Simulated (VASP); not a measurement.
A run of VASP 6.6.1:

INCAR

```
SYSTEM = Fe
ALGO = Fast ; EDIFF = 1E-7
ENCUT = 520 ; GGA = CA
ISIF = 2 ; ISMEAR = -1
LASPH = .True. ; LCHARG = .False.
LREAL = .False. ; LWAVE = .False.
NBANDS = 15 ; NELM = 80
PREC = Accurate ; SIGMA = 0.1
```

The input KPOINTS:

```
k-points
0
Gamma
  13 13 13
  0 0 0
```

Contents of POSCAR:

```
Fe
1.0
    0.0000000000      2.4093825442      2.4093825442
    2.4093825442      0.0000000000      2.4093825442
    2.4093825442      2.4093825442      0.0000000000
Fe
2
Direct
    0.1250000000      0.1250000000      0.1250000000
    0.8750000000      0.8750000000      0.8750000000
```

Potentials or basis: VASP PAW LDA potentials, release 64 (Fe).

Launch:

```console
$ cat potpaw_LDA.64/Fe/POTCAR > POTCAR
$ mpirun -np 1 vasp_std > vasp.out
```

Hardware: 1 thread of Intel(R) Xeon(R) Platinum 8259CL CPU @ 2.50GHz (Skylake/Cascade Lake) (shared host).

**Question.** Estimate the wall time of this run.

**Answer.** Run time: 77 s on 1 thread of Intel(R) Xeon(R) Platinum 8259CL CPU @ 2.50GHz (Skylake/Cascade Lake), with other jobs on the host, peak memory 0.15 GiB. Counts: scf iterations 18, k points 84.
